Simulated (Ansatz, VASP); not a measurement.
# One calculation of S, two programs

```
CELL_PARAMETERS angstrom
3.14628 0.00000 0.00000
-1.57314 2.72476 0.00000
0.00000 0.00000 3.44943
ATOMIC_POSITIONS crystal
S 0.33333 0.66667 0.25000
S 0.66667 0.33333 0.75000
```

Alike in both runs: functional PBE; k mesh 16 × 16 × 9; occupations fermi-dirac, width 0.1 eV; no spin polarisation.

Ansatz relaxed the structure, and its values are those at the end. VASP's run is a single point on that final structure, the one shown.

```csv
,VASP,Ansatz
version,VASP 6.6.1,Ansatz 0.2.0
potentials or method,"VASP PAW PBE potentials, release 64 (S), cutoff 520 eV","all-electron LAPW, scalar-relativistic"
```

VASP gave:

* pressure (GPa): 12.7

Q: Estimate Ansatz's values.

A: Pressure (GPa): 13.0.

Ansatz ran all-electron here, so the differences hold the error of VASP's frozen core and of both bases.
